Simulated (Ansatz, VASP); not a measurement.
**SnSe: VASP beside Ansatz**

```
Sn Se
1.0
     0.00000    3.01000    3.10030
     3.01000    0.00000    3.10030
     3.01000    3.01000    0.00000
Sn Se
1 1
Direct
  0.00000 0.00000 0.00000
  0.50000 0.50000 0.50000
```

Change from the starting cell: z stretched by +3 %, ions relaxed.

Alike in both runs: functional PBE; k mesh 13 × 13 × 13; occupations fermi-dirac, width 0.02 eV; no spin polarisation.

Ansatz relaxed the structure, and its values are those at the end. VASP's run is a single point on that final structure, the one shown.

|  | VASP | Ansatz |
| --- | --- | --- |
| version | VASP 6.6.1 | Ansatz 0.2.0 |
| potentials or method | VASP PAW PBE potentials, release 64 (Sn_d, Se) | plane-wave PAW, scalar-relativistic |
| plane-wave cutoff (eV) | 520 | 420 |
| valence electrons in the cell | 20 | 30 |

|  | VASP | Ansatz | Ansatz less VASP |
| --- | --- | --- | --- |
| pressure (GPa) | -0.3 | -0.3 | +0.02 |

The two sets of potentials don't hold the same shells in valence. Ansatz warned: «gradients_without_spin_orbit».
